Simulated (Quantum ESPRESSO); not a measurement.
AgCl (Chlorargyrite) under changes of volume

One of the cells (20.458 Å³/atom); the others are scaled copies at fixed shape and fractional positions:

```
Ag Cl
1.0
     0.00000    2.73500    2.73500
     2.73500    0.00000    2.73500
     2.73500    2.73500    0.00000
Ag Cl
1 1
Direct
  0.00000 0.00000 0.00000
  0.50000 0.50000 0.50000
```

- Program: Quantum ESPRESSO 7.5
- Functional: r2SCAN
- Potentials or basis: SG15 PBE 1.2
- Cutoff: 952 eV
- Density cutoff: 3810 eV
- k mesh: 6 × 6 × 6
- Occupations: fermi-dirac, width 0.05 eV
- Spin: no spin polarisation

```tsv
volume (Å³/atom)	energy over the lowest point (meV/atom)	pressure (GPa)
19.231	40.94	6.9
19.640	25.48	5.2
20.049	14.09	3.7
20.458	6.30	2.4
20.868	?	?
21.277	0.00	0.1
21.686	0.81	-0.8
```

Question: What does the run at 20.868 Å³/atom give?

Answer: Energy over the lowest point 1.73 meV/atom; pressure 1.2 GPa.

Worked out: A Birch-Murnaghan fit of order 3 (a polynomial in V^(-2/3)) to the other rows has its minimum at 21.34 Å³/atom with B0 = V·E''(V) = 51 GPa and B' = 5.2. It gives 1.72 meV/atom at 20.868 Å³/atom, against the run's 1.73, and -dE/dV = 1.2 GPa, against 1.2.

Energies are extrapolated to zero smearing.

Caveats: the potentials were made for another functional, which shifts forces and pressure; this potential file gives levels or pressures that part from those of other sets.
